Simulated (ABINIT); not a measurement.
Runs of ABINIT 10.8.3 (patched build) on LiCl. It takes space group Fm-3m (No. 225, cubic). Conventional cell: a = 5.130 Å, b = 5.130 Å, c = 5.130 Å, α = 90.00°, β = 90.00°, γ = 90.00°. Cl (site symmetry m-3m) has 6 Li at 2.56 Å as nearest neighbours. Li (site symmetry m-3m) has 6 Cl at 2.56 Å as nearest neighbours. 

```tsv
task	level	potentials or basis	cell	k mesh	cutoff (eV)	smearing	stop of the response cycle (tolvrs)	acoustic sum rule (asr)	bands in the sums	one-shot functional	cell freedom (optcell)	gap on the mesh (eV)	pressure (GPa)
dielectric tensor	PBE	PseudoDojo NC SR PBE v0.4.1 standard	as given	4 × 4 × 4, with 4 shifts	1007	fixed	1e-08	1	-	-	-	-	0.4
one-shot levels of the hybrid HSE06	PBE	PseudoDojo NC SR PBE v0.5 standard	as given	6 × 6 × 6	1007	fixed	-	-	13	HSE06	-	6.33	-
relaxation of cell and atoms	LDA	JTH PAW LDA v2.0	relaxed	7 × 7 × 7	680	fermi-dirac 0.05 eV	-	-	-	-	2	6.56	0.0
single point	PBE	PseudoDojo NC SR PBE v0.5 standard	as given	7 × 7 × 7	1007	fermi-dirac 0.05 eV	-	-	-	-	-	6.33	0.4
positron lifetime	PBEsol	JTH PAW PBE v2.0	as given	6 × 6 × 6	517	fermi-dirac 0.05 eV	-	-	-	-	-	6.12	(a)
```

Alike in all rows: no spin polarisation.

Task: Estimate the missing entries.

Result: (a) -1.5.

Caveats: an odd mesh through Γ misses points on the zone boundary, where band edges often lie (some runs); Libxc's HSE differs a little from that of other programs (some runs); this build's HSE levels may be imprecise (some runs); the PAW basis is incomplete for the positron (some runs); the PAW data sets were made with another functional, which shifts forces and pressure a little (some runs).

Not every run made on this cell is shown here.
